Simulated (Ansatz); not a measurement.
**Zr₃Si₂ (P4/mbm) under several functionals**

Plane-wave DFT in Ansatz with scalar-relativistic PAW potentials. The same structure was relaxed (cell and atoms, symmetry kept) in separate runs at each level. Whether it is the stable form of this composition wasn't checked. No spin polarisation.

Problem. How do the levels PBE, PBEsol, r2SCAN compare?

Solution.
| level | cutoff (eV) | k mesh | V (Å³/atom) | a (Å) | c (Å) | B0 (GPa) |
| --- | --- | --- | --- | --- | --- | --- |
| PBEsol | 420 | 6×6×10 | 18.194 | 7.066 | 3.644 | 141 |
| r2SCAN | 500 | 6×6×10 | 18.722 | 7.108 | 3.705 | 135 |
| PBE | 420 | 6×6×10 | 18.739 | 7.121 | 3.695 | 131 |

The usual order of volumes, PBEsol < PBE, holds here (18.194, 18.739 Å³/atom). As a rule PBEsol, built on the gradient expansion of slowly varying densities, lies between LDA and PBE; PBE's stronger gradient term for exchange weakens bonds. r2SCAN lies 0.1 % under PBE in volume. B0 goes from 140.7 to 131.5 GPa as the volume grows by 3.0 %; on one curve with B' = 3.9 the volume alone, B ∝ V^(−B'), would give 125.2 GPa, and the rest of the difference is the functional's own stiffness.